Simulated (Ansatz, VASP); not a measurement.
# WC: VASP beside Ansatz

The input INCAR:

```
SYSTEM = WC
PREC = Accurate
ENCUT = 520
EDIFF = 1E-7
ISMEAR = 0
SIGMA = 0.15
LREAL = .FALSE.
LASPH = .TRUE.
NELM = 60
ALGO = Fast
ISIF = 2
LWAVE = .FALSE.
LCHARG = .FALSE.
GGA = PS
NBANDS = 16
```

The input KPOINTS:

```
Automatic mesh
0
G
  18 18 18
  0 0 0
```

POSCAR

```
WC
1.0
    0.0000000000      2.1926840000      2.1926840000
    2.1926840000      0.0000000000      2.1926840000
    2.1926840000      2.1926840000      0.0000000000
W C
1 1
Direct
    0.0228031034      0.0228031034     -0.0228031034
    0.5000000000      0.5000000000      0.5000000000
```

Input for Ansatz:

```yaml
crystal:
  lattice:
    - [0.0, 2.192684, 2.192684]
    - [2.192684, 0.0, 2.192684]
    - [2.192684, 2.192684, 0.0]
  atoms:
    - { symbol: W, position: [0.0228031034, 0.0228031034, -0.0228031034] }
    - { symbol: C, position: [0.5, 0.5, 0.5] }
basis:
  ecutwfc: 420
kpoints:
  mp_grid: { grid: [18, 18, 18] }
hamiltonian:
  xc: pbesol
scf:
  occupations: { method: gaussian, width: 0.15 }
output:
  forces: true
  stress: true
  eigenvalues: true
```

Change from the starting cell: all W atoms moved -0.100 Å, as atom 1 towards its neighbour atom 2 (C) at 2.193 Å.

Alike in both runs: task single point; functional PBEsol; k mesh 18 × 18 × 18; occupations gaussian, width 0.15 eV; no spin polarisation.

```csv
,VASP,Ansatz
version,VASP 6.6.1,Ansatz 0.2.0
potentials or method,"VASP PAW PBE potentials, release 64 (W_sv, C)","scalar-relativistic, plane waves, PAW"
plane-wave cutoff (eV),520,420
valence electrons in the cell,18,18
```

|  | VASP | Ansatz | Ansatz less VASP |
| --- | --- | --- | --- |
| gap on the k mesh at the Fermi level (eV) | none | none | - |
| pressure (GPa) | -7.5 | -8.5 | -1.02 |
| largest component of the traceless stress (GPa) | 3.60 | 3.56 | -0.037 |
| rms of the force components (eV/Å) | 0.397 | 0.391 | -0.0060 |

Atom by atom the forces differ by 0.006 eV/Å (rms over components). A gap of «none» marks a metal or a gap that the smearing closes. The functional is the same, so the differences come from potentials, cutoffs and numerics.

Caveats: the PAW data sets were made with another functional, which shifts forces and pressure a little (VASP). The runs have no spin-orbit coupling, so splittings on W are missing.
